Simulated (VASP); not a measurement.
Set up this calculation in VASP 6.6.1, as the native input.

```yaml
Task: single point
Functional: PBEsol
Potentials_or_basis: VASP PAW PBE potentials, release 64 (Na_pv, H)
Cutoff: 520 eV
k_mesh: 11 × 11 × 11
Occupations: fermi-dirac, width 0.02 eV
Spin: no spin polarisation
Dipole_correction: no
Further_INCAR_settings: ALGO = Normal; EDIFF = 1e-06; NBANDS = 11
```

The structure of NaH lies in POSCAR:

```
NaH
1.0
    0.0000000000      2.3541687701      2.3541687701
    2.3541687701      0.0000000000      2.3541687701
    2.3541687701      2.3541687701      0.0000000000
Na H
1 1
Direct
    0.0000000000      0.0000000000      0.0000000000
    0.5000000000      0.5000000000      0.5000000000
```

The cell is a database's computed one.

The cell isn't the ideal one: volume scaled by 0.96.

These files were run (other wordings do the same):

INCAR

```
ALGO = Normal
EDIFF = 1E-6
ENCUT = 520
GGA = PS
ISIF = 2
ISMEAR = -1
LASPH = T
LCHARG = F
LREAL = F
LWAVE = F
NBANDS = 11
NELM = 100
PREC = Accurate
SIGMA = 0.02
```

KPOINTS

```
k-points
0
Gamma
  11 11 11
```

Potentials or basis: VASP PAW PBE potentials, release 64 (Na_pv, H).

Launch:

```bash
$ cat potpaw_PBE.64/Na_pv/POTCAR potpaw_PBE.64/H/POTCAR > POTCAR
$ mpirun -np 1 vasp_std > vasp.out
```

Results of the run:

* Pressure: 1.4 GPa
* Band gap on the k mesh: 3.90 eV, indirect (least direct gap 4.73 eV)

Caveat: the PAW data sets were made with another functional, which shifts forces and pressure a little; an odd mesh through Γ misses points on the zone boundary, where band edges often lie.

Wall time 8.1 s on 1 thread of Intel(R) Xeon(R) 6975P-C (Granite Rapids), with other jobs on the host, peak memory 0.15 GiB.
